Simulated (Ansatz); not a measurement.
Crystal: CoO.

```xyz
2
Lattice="1.5055 0.8692 2.4399 -1.5055 0.8692 2.4399 0.0000 -1.7384 2.4399" Properties=species:S:1:pos:R:3 pbc="T T T"
Co    0.0000    0.0000    0.0000
O     0.0000    0.0000    3.6599
```

The cell is a database's computed one.

Base run:

```yaml
Program: Ansatz 0.2.0
Functional: r2SCAN
Potentials_or_basis: Ansatz PAW
Cutoff: 500 eV
Density_cutoff: 2000 eV
k_mesh: 11 × 11 × 11
Occupations: fermi-dirac, width 0.05 eV
Spin: collinear spin, ferromagnetic start
Starting_moments: "[2.0, 0.0] μB"
Hubbard_terms: Co d U = 1 eV
```

Its results: band gap on the k mesh 1.06 eV, indirect (least direct gap 1.99 eV); pressure 2.1 GPa; net moment 3.00 μB per cell; site moments Co +2.62; O +0.25 μB.

Problem. The run is repeated on the same cell with these changes: hubbard terms from Co d U = 1 eV to none; hubbard projectors from ortho-atomic (the default) to none. What comes out?

Solution. Band gap on the k mesh 0.43 eV, indirect (least direct gap 1.34 eV); pressure 0.4 GPa; net moment 3.00 μB per cell; site moments Co +2.60; O +0.28 μB.

The U term pushes filled and empty states of the shell apart.

Caveats: the magnetic or orbital state may not be the lowest; a cell with one magnetic atom can't hold antiferromagnetic order, which such compounds often take; the PAW data sets come from PBE, with cores solved anew for the run's functional, which leaves a small shift of forces and pressure; odd divisions of the mesh miss points on the zone boundary, where band edges often lie, so the gap on the mesh can be too wide (some runs); the density of states is complete only up to the lowest level of the last band computed (some runs).

A k mesh can miss the band edges.

Not every run made on this cell is shown here.
